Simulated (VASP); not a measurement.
```
Li3N
1.0
    1.82500    -3.16099     0.00000
    1.82500     3.16099     0.00000
    0.00000     0.00000     3.87000
Li N
3 1
Direct
  0.33333   0.66667   0.00000
  0.66667   0.33333   0.00000
  0.00000   0.00000   0.50000
  0.00000   0.00000   0.00000
```

Calculation: PBE GGA with D3 dispersion (Becke-Johnson damping), VASP's PBE PAW potentials (set 64) (plane waves; VASP 6.6.1). Settings: 520 eV cut-off, 6×6×5 Γ-centred mesh, Gaussian smearing of 0.050 eV, potentials Li_sv N.

**Question.** Estimate the energy per atom (σ→0), pressure.

**Answer.** 
| Quantity | Value |
|---|---|
| energy per atom (σ→0) | -4.139 eV/atom |
| pressure | -3.98 GPa |

The compound is Li3N in the alpha structure. The cell was not relaxed at this level. The run is one of a series of settings (IVDW = 12 against the base run), some of them coarse on purpose.
